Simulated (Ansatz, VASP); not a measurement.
Given: the input of a run of VASP 6.6.1 on MgO.

Contents of INCAR:

```
ALGO     = Normal         # electronic algorithm
EDIFF    = 1E-7           # SCF threshold, eV
ENCUT    = 520            # plane-wave cutoff, eV
GGA      = PE             # functional
ISIF     = 2              # what is computed and relaxed
ISMEAR   = -1             # smearing method
LASPH    = T              # aspherical terms in the spheres
LCHARG   = F              # write CHGCAR
LREAL    = F              # projectors in reciprocal space
LWAVE    = F              # write WAVECAR
NBANDS   = 16             # bands
NELM     = 100            # most SCF steps
PREC     = Accurate       # precision mode
SIGMA    = 0.05           # smearing width, eV
```

File KPOINTS:

```
k-points
0
Gamma
  9 9 6
```

POSCAR

```
MgO
1.0
    3.2402621826      0.0000000000      0.0000000000
   -1.6201310913      2.8061493650      0.0000000000
    0.0000000000      0.0000000000      4.8811616653
Mg O
2 2
Direct
    0.6666666667      0.3333333333      0.5021597400
    0.3333333333      0.6666666667      0.0021597400
    0.6666666667      0.3333333333      0.9024402600
    0.3333333333      0.6666666667      0.4024402600
```

Potentials or basis: VASP PAW PBE potentials, release 64 (Mg, O).

Launch:

```console
$ cat potpaw_PBE.64/Mg/POTCAR potpaw_PBE.64/O/POTCAR > POTCAR
$ mpirun -np 1 vasp_std > vasp.out
```

Q: Set up the same calculation for Ansatz 0.2.0. Potentials there: Ansatz PAW.

A: As run (the cutoff follows the program's own potentials):

File input.yaml:

```yaml
crystal:
  lattice:
    - [3.2402621826, 0.0, 0.0]
    - [-1.6201310913, 2.806149365, 0.0]
    - [0.0, 0.0, 4.8811616653]
  atoms:
    - { symbol: Mg, position: [0.6666666667, 0.3333333333, 0.50215974] }
    - { symbol: Mg, position: [0.3333333333, 0.6666666667, 0.00215974] }
    - { symbol: O, position: [0.6666666667, 0.3333333333, 0.90244026] }
    - { symbol: O, position: [0.3333333333, 0.6666666667, 0.40244026] }
hamiltonian:
  xc: pbe
  pseudopotentials: { kind: paw }
kpoints:
  mp_grid: { grid: [9, 9, 6] }
scf:
  occupations: { method: fermi_dirac, width: 0.05 }
output:
  forces: true
  stress: true
  eigenvalues: true
```

Potentials or basis: Ansatz PAW.

Launch:

```sh
$ ansatz run input.yaml --threads 2 --pin off --max-ram 5120MiB --backend cpu --events-out ev --progress --plain --runs-dir out
```

Both were run:

|  | VASP | Ansatz | Ansatz less VASP |
| --- | --- | --- | --- |
| gap on the k mesh at the Fermi level (eV) | 3.81 | 3.83 | +0.017 |
| least direct gap on the mesh (eV) | 3.81 | 3.83 | +0.017 |
| pressure (GPa) | 12.0 | 12.3 | +0.30 |
| largest component of the traceless stress (GPa) | 0.76 | 0.78 | +0.021 |
| rms of the force components (eV/Å) | 0.033 | 0.033 | -0.0002 |

Atom by atom the forces differ by 0.000 eV/Å (rms over components). The two sets of potentials don't hold the same shells in valence.

Caveats: an odd mesh through Γ misses points on the zone boundary, where band edges often lie (VASP); odd divisions of the mesh miss points on the zone boundary, where band edges often lie, so the gap on the mesh can be too wide (Ansatz); the pressure holds a Pulay correction of +0.5 GPa for the finite cutoff (Ansatz).
